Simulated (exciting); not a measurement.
# Cd (R-3m) in exciting: equation of state

How stiff is Cd in PBE, and what volume does it want? The cell is scaled to several volumes.

Everything below comes from runs of exciting (release sodium). Logs are shortened: lines on timing, memory, paths and dates and some standing lists are left out, and cuts for length are marked.

## Step 1: The structure

It takes space group R-3m (No. 166, trigonal). Conventional cell: a = 3.216 Å, b = 3.216 Å, c = 7.348 Å, α = 90.00°, β = 90.00°, γ = 120.00°. Around Cd (site symmetry -3m) lie 12 Cd at 3.07 to 3.22 Å.

This isn't the form of Cd at room conditions, which is hcp.

## Step 2: Equation of state, PBE, 20.62 Å³/atom (volume scaled by 0.94)

Contents of input.xml:

```xml
<input>
  <title>Cd</title>
  <structure speciespath="./" tshift="false">
    <crystal scale="1">
      <basevect>2.976702296972 1.718599872523 4.533997068781</basevect>
      <basevect>-2.976702296972 1.718599872523 4.533997068781</basevect>
      <basevect>0.000000000000 -3.437199745046 4.533997068781</basevect>
    </crystal>
    <species speciesfile="Cd.xml" rmt="2.3">
      <atom coord="0.000000000000 0.000000000000 0.000000000000"/>
    </species>
  </structure>
  <groundstate do="fromscratch" ngridk="10 10 10" rgkmax="9" gmaxvr="14" lmaxapw="10" lmaxmat="10" lmaxvr="8" xctype="GGA_PBE" stype="Fermi Dirac" swidth="0.00183747" nempty="8" ValenceRelativity="iora*" epsengy="1e-05" epspot="1e-05" maxscl="60" outputlevel="normal"/>
</input>
```

Potentials or basis: all-electron LAPW+lo, shipped species files, valence relativity iora*.

On the command line:

```console
> OMP_NUM_THREADS=1 exciting_smp
```

INFO.OUT:

```text
================================================================================
EXCITING SODIUM started
[... 10 lines left out ...]

 Lattice vectors (cartesian) :
      2.9767022970      1.7185998725      4.5339970688
     -2.9767022970      1.7185998725      4.5339970688
      0.0000000000     -3.4371997450      4.5339970688

 Reciprocal lattice vectors (cartesian) :
      1.0553936337      0.6093317985      0.4619312873
     -1.0553936337      0.6093317985      0.4619312873
     -0.0000000000     -1.2186635970      0.4619312873

 Unit cell volume                           :     139.1690501850
 Brillouin zone volume                      :       1.7823662166

 Species :    1 (Cd)
     parameters loaded from                 :    Cd.xml
     name                                   :    cadmium
     nuclear charge                         :     -48.00000000
     electronic charge                      :      48.00000000
     atomic mass                            :  204912.71750000
     muffin-tin radius                      :       2.30000000
     # of radial points in muffin-tin       :     400

     atomic positions (lattice) :
       1 :   0.00000000  0.00000000  0.00000000

 Total number of atoms per unit cell        :       1

 Spin treatment                             :    spin-unpolarised

 Number of Bravais lattice symmetries       :      12
 Number of crystal symmetries               :      12

 k-point grid                               :      10   10   10
 Total number of k-points                   :     116
 k-point set is reduced with crystal symmetries

 R^MT_min * |G+k|_max (rgkmax)              :       9.00000000
 Species with R^MT_min                      :       1 (Cd)
 Maximum |G+k| for APW functions            :       3.91304348
 Maximum |G| for potential and density      :      14.00000000

 G-vector grid sizes                        :      27    27    27
 Total number of G-vectors                  :    6477

 Maximum angular momentum used for
     APW functions                          :      10
     computing H and O matrix elements      :      10
     potential and density                  :       8
     inner part of muffin-tin               :       2

 Total nuclear charge                       :     -48.00000000
 Total electronic charge                    :      48.00000000
 Total core charge                          :      30.00000000
 Total valence charge                       :      18.00000000

 Number of empty states                     :       8
 Total number of valence states             :      18

 Maximum Hamiltonian size                   :     162
 Maximum number of plane-waves              :     150
 Total number of local-orbitals             :      12

 Exchange-correlation type                  :      20
     Perdew-Burke-Ernzerhof, Phys. Rev. Lett. 77, 3865 (1996)
     Generalised gradient approximation (GGA)

 Smearing scheme                            :    Fermi-Dirac
 Smearing width                             :       0.00183747

 Using multisecant Broyden potential mixing
[... 16 lines left out ...]
+ SCF iteration number :    1                                                  +
++++++++++++++++++++++++++++++++++++++++++++++++++++++++++++++++++++++++++++++++
 Total energy                               :     -5592.32914608
 _______________________________________________________________
 Fermi energy                               :         0.30754503
 Kinetic energy                             :      5869.92156835
 Coulomb energy                             :    -11307.56410294
 Exchange energy                            :      -152.10554240
 Correlation energy                         :        -2.58106910

 DOS at Fermi energy (states/Ha/cell)       :         9.02669034

 Electron charges :
     core                                   :        30.00000000
     core leakage                           :         0.00121326
     valence                                :        18.00000000
     interstitial                           :         2.03558329
     charge in muffin-tin spheres :
                  atom     1    Cd          :        45.96441671
     total charge in muffin-tins            :        45.96441671
     total charge                           :        48.00000000

++++++++++++++++++++++++++++++++++++++++++++++++++++++++++++++++++++++++++++++++
+ SCF iteration number :    2                                                  +
++++++++++++++++++++++++++++++++++++++++++++++++++++++++++++++++++++++++++++++++
 Total energy                               :     -5594.58413291
 _______________________________________________________________
 Fermi energy                               :         0.30209747
 Kinetic energy                             :      5868.50742545
 Coulomb energy                             :    -11308.35009428
 Exchange energy                            :      -152.15979944
 Correlation energy                         :        -2.58166464

 DOS at Fermi energy (states/Ha/cell)       :         8.60940884

 Electron charges :
     core                                   :        30.00000000
     core leakage                           :         0.00119509
     valence                                :        18.00000000
     interstitial                           :         2.01303538
     charge in muffin-tin spheres :
                  atom     1    Cd          :        45.98696462
     total charge in muffin-tins            :        45.98696462
     total charge                           :        48.00000000
[... 217 lines left out ...]
 RMS change in effective potential (target) :  0.383077E-07  ( 0.100000E-04)
 Absolute change in total energy   (target) :  0.686671E-05  ( 0.100000E-04)
 Charge distance                   (target) :  0.129671E-07  ( 0.100000E-04)

++++++++++++++++++++++++++++++++++++++++++++++++++++++++++++++++++++++++++++++++
+ SCF iteration number :   11                                                  +
++++++++++++++++++++++++++++++++++++++++++++++++++++++++++++++++++++++++++++++++
 Total energy                               :     -5596.02109474
 _______________________________________________________________
 Fermi energy                               :         0.28845080
 Kinetic energy                             :      5867.17108568
 Coulomb energy                             :    -11308.42451603
 Exchange energy                            :      -152.18552588
 Correlation energy                         :        -2.58213851

 DOS at Fermi energy (states/Ha/cell)       :         8.46199655

 Electron charges :
     core                                   :        30.00000000
     core leakage                           :         0.00117897
     valence                                :        18.00000000
     interstitial                           :         1.99872083
     charge in muffin-tin spheres :
                  atom     1    Cd          :        46.00127917
     total charge in muffin-tins            :        46.00127917
     total charge                           :        48.00000000

 RMS change in effective potential (target) :  0.125663E-08  ( 0.100000E-04)
 Absolute change in total energy   (target) :  0.409514E-05  ( 0.100000E-04)
 Charge distance                   (target) :  0.283219E-08  ( 0.100000E-04)

++++++++++++++++++++++++++++++++++++++++++++++++++++++++++++++++++++++++++++++++
| Convergency criteria checked for the last 2 iterations                       +
| Convergence targets achieved. Performing final SCF iteration                 +
++++++++++++++++++++++++++++++++++++++++++++++++++++++++++++++++++++++++++++++++
 Total energy                               :     -5596.02109488
 _______________________________________________________________
 Fermi energy                               :         0.28845080
 Kinetic energy                             :      5867.17108559
 Coulomb energy                             :    -11308.42451606
 Exchange energy                            :      -152.18552588
 Correlation energy                         :        -2.58213851

 DOS at Fermi energy (states/Ha/cell)       :         8.46199624

 Electron charges :
     core                                   :        30.00000000
     core leakage                           :         0.00117897
     valence                                :        18.00000000
     interstitial                           :         1.99872083
     charge in muffin-tin spheres :
                  atom     1    Cd          :        46.00127917
     total charge in muffin-tins            :        46.00127917
     total charge                           :        48.00000000

++++++++++++++++++++++++++++++++++++++++++++++++++++++++++++++++++++++++++++++++
[... 7 lines left out ...]

--------------------------------------------------------------------------------
- CAUTION! Warnings have been written in file WARNING.OUT !                    -
--------------------------------------------------------------------------------
================================================================================
| EXCITING SODIUM stopped                                                      =
================================================================================
```

It took 35 s on 1 thread of Arm Neoverse V1, shared host; peak memory 0.1 GiB.

Results:

| Item | Value |
| --- | --- |
| Free energy | -152275.4941 eV |
| Band gap on the k mesh | none (metal or under the smearing width) |
| All electrons inside the program's atomic spheres | Cd 46.00 (radii Cd 2.3 bohr) |

Caveat: the log's total energy holds no entropy term; the free energy is that total less TS from the occupations.

## Step 3: Equation of state, PBE, 21.06 Å³/atom (volume scaled by 0.96)

Edit input.xml of step 2 so:

```diff
@@ -4,5 +4,5 @@
     <crystal scale="1">
-      <basevect>2.976702296972 1.718599872523 4.533997068781</basevect>
-      <basevect>-2.976702296972 1.718599872523 4.533997068781</basevect>
-      <basevect>0.000000000000 -3.437199745046 4.533997068781</basevect>
+      <basevect>2.997665679883 1.730703087227 4.565927677568</basevect>
+      <basevect>-2.997665679883 1.730703087227 4.565927677568</basevect>
+      <basevect>0.000000000000 -3.461406174643 4.565927677568</basevect>
     </crystal>
```

Potentials or basis: all-electron LAPW+lo, shipped species files, valence relativity iora*.

On the command line:

```console
> OMP_NUM_THREADS=1 exciting_smp
```

It took 39 s on 1 thread of Arm Neoverse V1, shared host; peak memory 0.1 GiB.

The run converged. Its results:

| Property | Result |
| --- | --- |
| Free energy | -152275.5085 eV |
| Band gap on the k mesh | none (metal or under the smearing width) |
| All electrons inside the program's atomic spheres | Cd 45.99 (radii Cd 2.3 bohr) |

Caveat: the log's total energy holds no entropy term; the free energy is that total less TS from the occupations.

## Step 4: Equation of state, PBE, 21.50 Å³/atom (volume scaled by 0.98)

Edit input.xml of step 3 so:

```diff
@@ -4,5 +4,5 @@
     <crystal scale="1">
-      <basevect>2.997665679883 1.730703087227 4.565927677568</basevect>
-      <basevect>-2.997665679883 1.730703087227 4.565927677568</basevect>
-      <basevect>0.000000000000 -3.461406174643 4.565927677568</basevect>
+      <basevect>3.018339889721 1.742639347840 4.597417829178</basevect>
+      <basevect>-3.018339889721 1.742639347840 4.597417829178</basevect>
+      <basevect>0.000000000000 -3.485278695681 4.597417829178</basevect>
     </crystal>
```

On the command line:

```console
> OMP_NUM_THREADS=1 exciting_smp
```

Run time: 41 s. Hardware: 1 thread of Arm Neoverse V1, shared host; peak memory 0.1 GiB.

Results (log left out):

| Property | Result |
| --- | --- |
| Free energy | -152275.5188 eV |
| Band gap on the k mesh | none (metal or under the smearing width) |
| All electrons inside the program's atomic spheres | Cd 45.99 (radii Cd 2.3 bohr) |

Caveat: the log's total energy holds no entropy term; the free energy is that total less TS from the occupations.

## Step 5: Equation of state, PBE, 21.94 Å³/atom

Edit input.xml of step 4 so:

```diff
@@ -4,5 +4,5 @@
     <crystal scale="1">
-      <basevect>3.018339889721 1.742639347840 4.597417829178</basevect>
-      <basevect>-3.018339889721 1.742639347840 4.597417829178</basevect>
-      <basevect>0.000000000000 -3.485278695681 4.597417829178</basevect>
+      <basevect>3.038734696749 1.754414295196 4.628482405394</basevect>
+      <basevect>-3.038734696749 1.754414295196 4.628482405394</basevect>
+      <basevect>0.000000000000 -3.508828590391 4.628482405394</basevect>
     </crystal>
```

On the command line:

```console
> OMP_NUM_THREADS=1 exciting_smp
```

Run time: 47 s. Hardware: 1 thread of Arm Neoverse V1, shared host; peak memory 0.1 GiB.

It converged, with:

* Free energy: -152275.5262 eV
* Band gap on the k mesh: none (metal or under the smearing width)
* All electrons inside the program's atomic spheres: Cd 45.98 (radii Cd 2.3 bohr)

Caveat: the log's total energy holds no entropy term; the free energy is that total less TS from the occupations.

## Step 6: Equation of state, PBE, 22.38 Å³/atom (volume scaled by 1.02)

Edit input.xml of step 5 so:

```diff
@@ -4,5 +4,5 @@
     <crystal scale="1">
-      <basevect>3.038734696749 1.754414295196 4.628482405394</basevect>
-      <basevect>-3.038734696749 1.754414295196 4.628482405394</basevect>
-      <basevect>0.000000000000 -3.508828590391 4.628482405394</basevect>
+      <basevect>3.058859354011 1.766033271549 4.659135499983</basevect>
+      <basevect>-3.058859354011 1.766033271549 4.659135499983</basevect>
+      <basevect>0.000000000000 -3.532066543097 4.659135499983</basevect>
     </crystal>
```

Potentials or basis: all-electron LAPW+lo, shipped species files, valence relativity iora*.

On the command line:

```console
> OMP_NUM_THREADS=1 exciting_smp
```

Wall time 43 s (1 thread of Arm Neoverse V1, shared host); peak memory 0.1 GiB.

The run converged. Its results:

```yaml
Free_energy: -152275.5305 eV
Band_gap_on_the_k_mesh: none (metal or under the smearing width)
All_electrons_inside_the_program's_atomic_spheres: Cd 45.97 (radii Cd 2.3 bohr)
```

Caveat: the log's total energy holds no entropy term; the free energy is that total less TS from the occupations.

## Step 7: Equation of state, PBE, 22.82 Å³/atom (volume scaled by 1.04)

Edit input.xml of step 6 so:

```diff
@@ -4,5 +4,5 @@
     <crystal scale="1">
-      <basevect>3.058859354011 1.766033271549 4.659135499983</basevect>
-      <basevect>-3.058859354011 1.766033271549 4.659135499983</basevect>
-      <basevect>0.000000000000 -3.532066543097 4.659135499983</basevect>
+      <basevect>3.078722633803 1.777501341365 4.689390474441</basevect>
+      <basevect>-3.078722633803 1.777501341365 4.689390474441</basevect>
+      <basevect>0.000000000000 -3.555002682730 4.689390474441</basevect>
     </crystal>
```

On the command line:

```console
> OMP_NUM_THREADS=1 exciting_smp
```

Wall time 43 s (1 thread of Arm Neoverse V1, shared host); peak memory 0.1 GiB.

Results (log left out):

| Quantity | Value |
| --- | --- |
| Free energy | -152275.5319 eV |
| Band gap on the k mesh | none (metal or under the smearing width) |
| All electrons inside the program's atomic spheres | Cd 45.97 (radii Cd 2.3 bohr) |

Caveat: the log's total energy holds no entropy term; the free energy is that total less TS from the occupations.

(Part 1 of 2 ends here.)
